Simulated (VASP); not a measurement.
# ZrB2: P into a neighbouring B vacancy, part 2 of 5

Aim: the barrier for one hop in ZrB2: P into a neighbouring B vacancy. The start is a cell from a database of measured crystal structures.

VASP 6.6.1, plane waves and PAW; the level of theory is named at each step.

So far. Step 2 (Relax the host): The run ended after 3 ionic steps, 0.000 eV below its first step, once forces and stress met EDIFFG = -0.02.

## (3) Relax the start

This step: PBE; plane waves and PAW (Zr_sv, B, P) (VASP 6.6.1).

System of this step: Zr8B14P. The cell holds 23 atoms: 8 Zr, 14 B and 1 P. Its edges and angles: a = 6.349 Å, b = 6.349 Å, c = 7.078 Å, α = 90.0°, β = 90.0°, γ = 120.0°. It derives from ZrB2. Nearest the centre at fractional (0.250, 0.250, 0.250): P23 at 0.92 Å, Zr1 at 2.36 Å, Zr7 at 2.37 Å, B12 at 2.38 Å, Zr2 at 2.38 Å, Zr8 at 2.41 Å, B17 at 2.41 Å, B10 at 2.43 Å.

A path needs two true minima; the start is relaxed with symmetry off.

File INCAR:

```
SYSTEM = Zr8B14P
PREC = Normal
ENCUT = 320
EDIFF = 1E-05
NELM = 120
ISMEAR = 1
SIGMA = 0.15
LREAL = Auto
ALGO = Fast
GGA = PE
NBANDS = 94
LASPH = .TRUE.
LORBIT = 11
LWAVE = .FALSE.
LCHARG = .FALSE.
KPAR = 3
IBRION = 2
NSW = 60
ISIF = 2
EDIFFG = -0.05
POTIM = 0.4
MAXMIX = 40
ISYM = 0
```

File POSCAR:

```
Zr8B14P
1.0
    6.3491282926      0.0000000000      0.0000000000
   -3.1745641462      5.4985063932      0.0000000000
    0.0000000000      0.0000000000      7.0780293422
Zr B P
8 14 1
Direct
    0.0025828605      0.0029885139      0.0009336980
   -0.0024584470      0.0032930974      0.5012612962
   -0.0006345581      0.5021137308      0.0010301523
    0.0009782196      0.5001033817      0.5015448170
    0.4973838607     -0.0005925607     -0.0013622981
    0.5019586304      0.0001444833      0.4991736210
    0.4970692088      0.4990645014      0.0000230069
    0.5014853226      0.5047069648      0.5028446458
    0.3213575641      0.1597956616      0.7495061561
    0.3323919646      0.6674437613      0.2506140747
    0.3379822023      0.6626218563      0.7489330222
    0.8409442861      0.1690189527      0.2518735819
    0.8287168791      0.1606720380      0.7504731960
    0.8314445766      0.6622023559      0.2480694438
    0.8313881962      0.6632302729      0.7497223239
    0.1670321617      0.3334627730      0.7485693994
    0.1701577398      0.8365748208      0.2509066035
    0.1654198480      0.8359946099      0.7485831084
    0.6674868230      0.3294348659      0.2525839599
    0.6643323968      0.3287911949      0.7491130314
    0.6673332100      0.8343255714      0.2472246848
    0.6635413783      0.8340592925      0.7486811312
    0.1687898381      0.3360959728      0.2453411118
```

File KPOINTS:

```
Automatic mesh
0
Gamma
3 3 3
0 0 0
```

PAW data sets: Zr_sv, B and P (PBE family, release 64).

The run is started by

```bash
mpirun -np 3 vasp_std
```

The program printed:

```text
[banner, memory and clock lines left out]
running    3 mpi-ranks, on    1 nodes
 distrk:  each k-point on    1 cores,    3 groups
 distr:  one band on    1 cores,    1 groups

 POSCAR found type information on POSCAR ZrB P
 POSCAR found :  3 types and      23 ions
 LDA part: xc-table for (Slater+PW92), standard interpolation
 POSCAR, INCAR and KPOINTS ok, starting setup
 FFT: planning ... GRIDC
 FFT: planning ... GRID_SOFT
 FFT: planning ... GRID
 WAVECAR not read
 entering main loop
       N       E                     dE             d eps       ncg     rms          rms(c)
DAV:   1     0.880785530004E+03    0.88079E+03   -0.55167E+04  2632   0.105E+03
DAV:   2    -0.121731187505E+03   -0.10025E+04   -0.96280E+03  3084   0.341E+02
DAV:   3    -0.201799499776E+03   -0.80068E+02   -0.79155E+02  3928   0.780E+01
DAV:   4    -0.207718722601E+03   -0.59192E+01   -0.59077E+01  3944   0.186E+01
DAV:   5    -0.207973737530E+03   -0.25501E+00   -0.25497E+00  3656   0.328E+00    0.606E+01
RMM:   6    -0.186367816857E+03    0.21606E+02   -0.58198E+01  2835   0.171E+01    0.276E+01
RMM:   7    -0.187702369600E+03   -0.13346E+01   -0.35090E+01  3171   0.110E+01    0.542E+00
RMM:   8    -0.187055356858E+03    0.64701E+00   -0.42152E+00  2998   0.621E+00    0.379E+00
RMM:   9    -0.187189344923E+03   -0.13399E+00   -0.13083E+00  3618   0.256E+00    0.179E+00
RMM:  10    -0.187195796835E+03   -0.64519E-02   -0.59397E-01  3696   0.144E+00    0.778E-01
RMM:  11    -0.187213578425E+03   -0.17782E-01   -0.18254E-01  4075   0.806E-01    0.772E-01
RMM:  12    -0.187223938734E+03   -0.10360E-01   -0.71482E-02  3817   0.804E-01    0.888E-01
RMM:  13    -0.187217403270E+03    0.65355E-02   -0.57403E-02  3443   0.647E-01    0.816E-02
RMM:  14    -0.187219609361E+03   -0.22061E-02   -0.23083E-02  4395   0.278E-01    0.104E-01
RMM:  15    -0.187220106004E+03   -0.49664E-03   -0.68297E-03  4419   0.150E-01    0.909E-02
RMM:  16    -0.187220271464E+03   -0.16546E-03   -0.24251E-03  4294   0.948E-02    0.465E-02
RMM:  17    -0.187220348809E+03   -0.77345E-04   -0.99651E-04  4279   0.593E-02    0.224E-02
WARNING in EDDRMM: call to ZHEGV failed, returncode =   8  4     29
WARNING in EDDRMM: call to ZHEGV failed, returncode =   8  4     31
RMM:  18    -0.187220397371E+03   -0.48562E-04   -0.50226E-04  3847   0.384E-02    0.232E-02
RMM:  19    -0.187220413895E+03   -0.16524E-04   -0.23755E-04  3733   0.289E-02    0.720E-03
RMM:  20    -0.187220425724E+03   -0.11829E-04   -0.13371E-04  2504   0.197E-02    0.616E-03
RMM:  21    -0.187220432881E+03   -0.71571E-05   -0.10599E-04  2646   0.175E-02    0.286E-03
RMM:  22    -0.187220435897E+03   -0.30163E-05   -0.49995E-05  1951   0.132E-02
   1 F= -.18722044E+03 E0= -.18721257E+03  d E =-.187220E+03
 curvature:   0.00 expect dE= 0.000E+00 dE for cont linesearch  0.000E+00
 trial: gam= 0.00000 g(F)=  0.203E+01 g(S)=  0.000E+00 ort = 0.000E+00 (trialstep = 0.100E+01)
 search vector abs. value=  0.203E+01
 bond charge predicted
       N       E                     dE             d eps       ncg     rms          rms(c)
DAV:   1    -0.187892511074E+03   -0.67208E+00   -0.12186E+02  2788   0.439E+01    0.364E+00
RMM:   2    -0.188227169231E+03   -0.33466E+00   -0.42172E+00  2970   0.717E+00    0.244E+00
RMM:   3    -0.188251590241E+03   -0.24421E-01   -0.74868E-01  3512   0.257E+00    0.279E+00
RMM:   4    -0.188125562023E+03    0.12603E+00   -0.97592E-01  3431   0.294E+00    0.174E+00
RMM:   5    -0.188163510427E+03   -0.37948E-01   -0.38345E-01  3085   0.254E+00    0.320E+00
RMM:   6    -0.188120035967E+03    0.43474E-01   -0.16755E-01  3431   0.128E+00    0.882E-01
RMM:   7    -0.188125788408E+03   -0.57524E-02   -0.69332E-02  3976   0.603E-01    0.649E-01
RMM:   8    -0.188127049848E+03   -0.12614E-02   -0.21041E-02  4481   0.310E-01    0.377E-01
RMM:   9    -0.188125985110E+03    0.10647E-02   -0.12510E-02  3690   0.307E-01    0.318E-01
RMM:  10    -0.188126276918E+03   -0.29181E-03   -0.46904E-03  4260   0.166E-01    0.133E-01
RMM:  11    -0.188126448011E+03   -0.17109E-03   -0.20395E-03  4342   0.912E-02    0.684E-02
RMM:  12    -0.188126590088E+03   -0.14208E-03   -0.10152E-03  4293   0.680E-02    0.553E-02
RMM:  13    -0.188126560138E+03    0.29949E-04   -0.52513E-04  4022   0.563E-02    0.250E-02
RMM:  14    -0.188126581172E+03   -0.21034E-04   -0.30365E-04  4187   0.372E-02    0.260E-02
WARNING in EDDRMM: call to ZHEGV failed, returncode =   8  4     15
WARNING in EDDRMM: call to ZHEGV failed, returncode =   8  4     16
RMM:  15    -0.188126594633E+03   -0.13461E-04   -0.13427E-04  3021   0.244E-02    0.130E-02
RMM:  16    -0.188126601267E+03   -0.66337E-05   -0.72051E-05  3009   0.201E-02
   2 F= -.18812660E+03 E0= -.18812301E+03  d E =-.906165E+00
[...]
WARNING in EDDRMM: call to ZHEGV failed, returncode =   6  3     45
[... from here on, the cycles between the ionic steps are left out ...]
   3 F= -.18812813E+03 E0= -.18812429E+03  d E =-.907691E+00
[...]
WARNING in EDDRMM: call to ZHEGV failed, returncode =   8  4     17
WARNING in EDDRMM: call to ZHEGV failed, returncode =   6  3     24
WARNING in EDDRMM: call to ZHEGV failed, returncode =   8  4     29
   4 F= -.18819062E+03 E0= -.18818687E+03  d E =-.624944E-01
   5 F= -.18819908E+03 E0= -.18819538E+03  d E =-.709501E-01
   6 F= -.18820832E+03 E0= -.18820449E+03  d E =-.924360E-02
   7 F= -.18821030E+03 E0= -.18820638E+03  d E =-.112279E-01
 curvature:  -1.06 expect dE=-0.232E-02 dE for cont linesearch -0.106E-06
 trial: gam= 0.19201 g(F)=  0.218E-02 g(S)=  0.000E+00 ort =-0.365E-04 (trialstep = 0.125E+01)
 search vector abs. value=  0.266E-02
 bond charge predicted
       N       E                     dE             d eps       ncg     rms          rms(c)
DAV:   1    -0.188211258778E+03   -0.95527E-03   -0.26576E-01  2888   0.215E+00    0.141E-01
RMM:   2    -0.188211738198E+03   -0.47942E-03   -0.64230E-03  2909   0.310E-01    0.908E-02
RMM:   3    -0.188211784611E+03   -0.46412E-04   -0.92123E-04  3485   0.944E-02    0.530E-02
RMM:   4    -0.188211786305E+03   -0.16941E-05   -0.24243E-04  3719   0.393E-02    0.393E-02
RMM:   5    -0.188211785592E+03    0.71271E-06   -0.94555E-05  3023   0.238E-02
   8 F= -.18821179E+03 E0= -.18820790E+03  d E =-.148094E-02
 trial-energy change:   -0.001481  1 .order   -0.001459   -0.002730   -0.000188
 step:   1.3476(harm=  1.3476)  dis= 0.00327  next Energy=  -188.211771 (dE=-0.147E-02)
 reached required accuracy - stopping structural energy minimisation
```

Run time: 4.8 min. Hardware: 3 MPI ranks of AMD EPYC 7R43, shared host; peak memory 0.67 GiB.

OUTCAR, selected parts (step 3):

```text
 Found     14 irreducible k-points:

   k-points           NKPTS =     14   k-points in BZ     NKDIM =     14   number of bands    NBANDS=     94

   dimension x,y,z NGX =    28 NGY =   28 NGZ =   32
   dimension x,y,z NGXF=    56 NGYF=   56 NGZF=   64

   ENCUT  =  320.0 eV  23.52 Ry    4.85 a.u.   9.26  9.26 10.32*2*pi/ulx,y,z

   NELECT =     143.0000    total number of electrons

 E-fermi :  10.2584

 k-point     1 :       0.0000    0.0000    0.0000
  band No.  band energies     occupation
    ...
     66       8.5431      2.00000
     67       8.6264      2.00000
     68       8.6617      2.00000
     69       9.6209      2.00000
     70      10.2475      1.12248
     71      10.5808     -0.00959
     72      11.2649     -0.00000
     73      11.3253     -0.00000
     74      11.3291     -0.00000
     75      11.3559     -0.00000
    ...

 k-point     2 :       0.3333   -0.0000    0.0000
  band No.  band energies     occupation
    ...
     68       9.0686      2.00000
     69       9.3686      2.00000
     70       9.8827      2.00227
     71      10.1447      1.95730
     72      10.2256      1.36121
     73      10.3683      0.05847
     74      10.9019     -0.00000
     75      12.1216     -0.00000
     76      12.5259     -0.00000
     77      12.7673     -0.00000
    ...

  Total        7.6019378     10.0061907      3.1280671      2.1172750     -0.0022466      0.0010752
  in kB       49.2905537     64.8795999     20.2822183     13.7282969     -0.0145667      0.0069716
  external PRESSURE =      44.8174573 kB  Pullay stress =       0.0000000 kB

  energy-cutoff  :      320.00
  volume of cell :      247.10
      direct lattice vectors                 reciprocal lattice vectors
     6.349128293  0.000000000  0.000000000     0.157501936  0.090933785  0.000000000
    -3.174564146  5.498506393  0.000000000     0.000000000  0.181867571  0.000000000
     0.000000000  0.000000000  7.078029342     0.000000000  0.000000000  0.141282263

 POSITION                                       TOTAL-FORCE (eV/Angst)
 -----------------------------------------------------------------------------------
      3.16322      5.46092      7.04619        -0.006731      0.006398     -0.012958
      3.16300      5.46141      3.56857         0.001655     -0.002630      0.004499
      4.74367      2.75626      0.00132         0.003989      0.000565     -0.007320
      4.74393      2.75578      3.53541         0.003072      0.011263      0.000107
      3.16241      0.00479      0.00651        -0.009306     -0.007397      0.012714
      3.16234      0.00462      3.52986        -0.016568     -0.002063     -0.008636
      1.61132      2.77405      7.04642        -0.007050     -0.003026     -0.007284
      1.61095      2.77391      3.56802        -0.001690     -0.001688      0.002747
      1.57836      0.91821      5.30677         0.002779      0.004110      0.004515
     -0.02698      3.76152      1.76827         0.009974     -0.018068     -0.001002
     -0.01650      3.66156      5.30741         0.009322      0.017574     -0.002366
      4.66469      0.88813      1.76831        -0.006924      0.001401     -0.000588
      4.75392      0.92669      5.30696        -0.003968     -0.002147      0.002948
      3.18056      3.66081      1.76826         0.001440     -0.010516     -0.000406
      3.18563      3.65536      5.30688        -0.013244      0.021803      0.002941
     -0.01131      1.83569      5.30688         0.008498     -0.000594      0.003246
     -1.60609      4.52019      1.76791        -0.005255     -0.005730      0.004468
     -1.58248      4.57444      5.30756         0.007666      0.015748     -0.004916
      3.21843      1.87821      1.76797        -0.014965     -0.009345      0.003548
      3.18088      1.82825      5.30738        -0.013793     -0.024595     -0.002917
      1.57280      4.58845      1.76857         0.004053     -0.012406     -0.004297
      1.57789      4.58339      5.30658         0.009799      0.005160      0.006528
      0.13644      1.75022      1.76798         0.037248      0.016185      0.004427
 -----------------------------------------------------------------------------------
    total drift:                               -0.083085      0.044521     -0.000414

  FREE ENERGIE OF THE ION-ELECTRON SYSTEM (eV)
  ---------------------------------------------------
  free  energy   TOTEN  =      -188.2117855921 eV

  energy  without entropy=     -188.2001186552  energy(sigma->0) =     -188.20789661

 total charge
# of ion       s       p       d       tot
------------------------------------------
    1        2.168   6.026   1.797   9.991
    2        2.168   6.026   1.797   9.991
    3        2.166   6.028   1.800   9.994
    4        2.166   6.028   1.800   9.994
    5        2.167   6.025   1.750   9.942
    6        2.167   6.025   1.750   9.942
    7        2.168   6.026   1.796   9.990
    8        2.168   6.026   1.796   9.990
    9        0.666   1.238   0.000   1.904
   10        0.678   1.259   0.000   1.938
   11        0.669   1.240   0.000   1.909
   12        0.678   1.260   0.000   1.939
   13        0.669   1.240   0.000   1.909
   14        0.672   1.258   0.000   1.930
   15        0.672   1.255   0.000   1.927
   16        0.666   1.242   0.000   1.908
   17        0.687   1.205   0.000   1.892
   18        0.669   1.253   0.000   1.922
   19        0.687   1.205   0.000   1.893
   20        0.669   1.253   0.000   1.922
   21        0.667   1.258   0.000   1.926
   22        0.667   1.243   0.000   1.910
   23        1.017   1.605   0.000   2.622
--------------------------------------------------
tot         27.774  67.224  14.285 109.284

[... 1 part as in an earlier step ...]

[... 7 further parts left out ...]
```

This run has no spin polarisation. Its electron count is odd, so without a moment it is a metal by construction.

Relaxation path:

| step | energy less that of the first step (eV) | largest force (eV/Å) |
| --- | --- | --- |
| 1 | 0.0000 | 3.8513 |
| 2 | -0.9062 | 0.7792 |
| 3 | -0.9077 | 0.7157 |
| 4 | -0.9702 | 0.2666 |
| 5 | -0.9786 | 0.2370 |
| 6 | -0.9879 | 0.1300 |
| 7 | -0.9899 | 0.1288 |
| 8 | -0.9913 | 0.0409 |

The atoms that moved most (Å):

```
atom      dx      dy      dz  length
 P23   0.132  -0.098   0.031   0.167
 B12  -0.138  -0.041  -0.014   0.145
 B10  -0.019   0.092  -0.006   0.094
 B17  -0.031  -0.080  -0.008   0.086
 B19   0.026   0.067  -0.020   0.074
 Zr1  -0.018  -0.054  -0.038   0.069
 B11  -0.059   0.018   0.006   0.062
 Zr2   0.014  -0.055   0.021   0.061
```

The relaxed structure:

```
Zr B P
1.0
     6.34913    0.00000    0.00000
    -3.17456    5.49851    0.00000
     0.00000    0.00000    7.07803
Zr B P
8 14 1
Direct
  0.99480 0.99317 0.99550
  0.99481 0.99325 0.50418
  0.99777 0.50127 0.00019
  0.99777 0.50119 0.49949
  0.49852 0.00087 0.00092
  0.49849 0.00084 0.49871
  0.50604 0.50451 0.99553
  0.50597 0.50448 0.50410
  0.33209 0.16699 0.74975
  0.33780 0.68410 0.24983
  0.33036 0.66592 0.74984
  0.81546 0.16152 0.24983
  0.83302 0.16853 0.74978
  0.83384 0.66578 0.24982
  0.83414 0.66479 0.74977
  0.16514 0.33385 0.74977
  0.15808 0.82208 0.24977
  0.16673 0.83194 0.74986
  0.67770 0.34158 0.24978
  0.66724 0.33250 0.74984
  0.66496 0.83449 0.24987
  0.66531 0.83357 0.74973
  0.18064 0.31831 0.24978
```

This step gave:

```
electronic cycles       : 81
electrons               : 143
free energy (TOTEN)     : -188.2118 eV
energy at zero smearing : -188.2079 eV
Fermi energy            : 10.26 eV
```

The run ended after 8 ionic steps, 0.991 eV below its first step, once the forces on the free atoms met EDIFFG = -0.05.

[end of part 2 of 5]

[Lines on the potential files, build, host, timing and source positions are cut from VASP's logs without a mark.]

[Logs are printed without paths, hosts, clocks, repeated set-up lines and the standing remarks that a program may print on its own settings, such as how far it seeks lower states.]

[Hosts, paths, dates, database ids (printed as entryN), source tags and the programs' standing remarks are cut or masked in the printed files.]

[Runs that stopped without an error message from VASP are left out.]
